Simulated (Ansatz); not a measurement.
## Effect of holes 1.0×10^22 cm⁻³ on LaAlO3

Consider LaAlO₃ in the cubic perovskite structure (space group Pm-3m, No. 221; a = 3.8124 Å).

Modification: hole doping at 1.0×10^22 cm⁻³ (0.554 per cell), with a uniform compensating background at fixed cell and a 300 K Fermi–Dirac width.

Level of theory: DFT with PBE, PAW potentials and a 420 eV plane-wave cutoff in Ansatz (an electronic-structure program), no spin-orbit coupling. Settings: 12×12×12 k-points, 0.0259 eV Fermi–Dirac smearing.

| quantity | base | changed | shift |
|---|---|---|---|
| gap between the host's bands | 3.50 eV | 3.96 eV | +0.46 eV |
| gap character | indirect, R → Γ | indirect, R → Γ | – |
| Fermi level relative to the doped band's edge (positive inside the band; to 0.05 eV) | – | +0.20 eV | – |

Final structure:

```xyz
5
Lattice="3.8124 0.0000 0.0000 0.0000 3.8124 0.0000 0.0000 0.0000 3.8124" Properties=species:S:1:pos:R:3 pbc="T T T"
La     0.0000     0.0000     0.0000
Al     1.9062     1.9062     1.9062
O      0.0000     1.9062     1.9062
O      1.9062     1.9062     0.0000
O      1.9062     0.0000     1.9062
```
Cell charge +0.554114.

Cost of the whole job for the changed cell (relaxation, final SCF and bands): about 17 core-seconds (a rough figure).

Charged cell with a jellium background: band edges are those of the host's band count, energies are not comparable with the neutral cell, and many-body gap narrowing is missing. Whether these cells are dynamically stable was not tested. Many cubic perovskites are stable only at high temperature; tilts and polar distortions were not tested.
